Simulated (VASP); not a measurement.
The system is Ag2O.

```
Ag O
1.0
     4.75399    0.00000    0.00000
     0.00000    4.75399    0.00000
     0.00000    0.00000    4.75399
Ag O
4 2
Cartesian
  1.1885 1.1885 3.5655
  3.5655 1.1885 1.1885
  1.1885 3.5655 1.1885
  3.5655 3.5655 3.5655
  0.0000 0.0000 0.0000
  2.3770 2.3770 2.3770
```

The cell comes from a database or a generator and needn't be the stable form of this composition.

* Program: VASP 6.6.1
* Task: relaxation of cell and atoms
* Functional: PBEsol
* Potentials or basis: VASP PAW PBE potentials, release 64 (Ag, O)
* Cutoff: 600 eV
* k mesh: 8 × 8 × 8
* Occupations: gaussian, width 0.1 eV
* Spin: no spin polarisation

At the start: pressure -2.7 GPa; volume 17.91 Å³/atom.

Task: Where does the relaxation end?

Result: Over 3 steps the energy falls by 5.0 meV/atom and the volume is 17.33 Å³/atom (-3.2 %); space group Pn-3m (No. 224, to 0.05 Å).

The path:
| step | energy change (eV) | largest force (eV/Å) | pressure (GPa) | volume (Å³) |
| --- | --- | --- | --- | --- |
| 1 | 0.0000 | 0.0000 | -2.66 | 107.44 |
| 2 | -0.0266 | 0.0000 | 0.95 | 102.89 |
| 3 | -0.0298 | 0.0000 | 0.00 | 103.97 |

Final structure:
```
Ag O
1.0
     4.70225    0.00000    0.00000
     0.00000    4.70225    0.00000
     0.00000    0.00000    4.70225
Ag O
4 2
Direct
  0.25000 0.25000 0.75000
  0.75000 0.25000 0.25000
  0.25000 0.75000 0.25000
  0.75000 0.75000 0.75000
  0.00000 0.00000 0.00000
  0.50000 0.50000 0.50000
```

Caveat: the PAW data sets were made with another functional, which shifts forces and pressure a little.
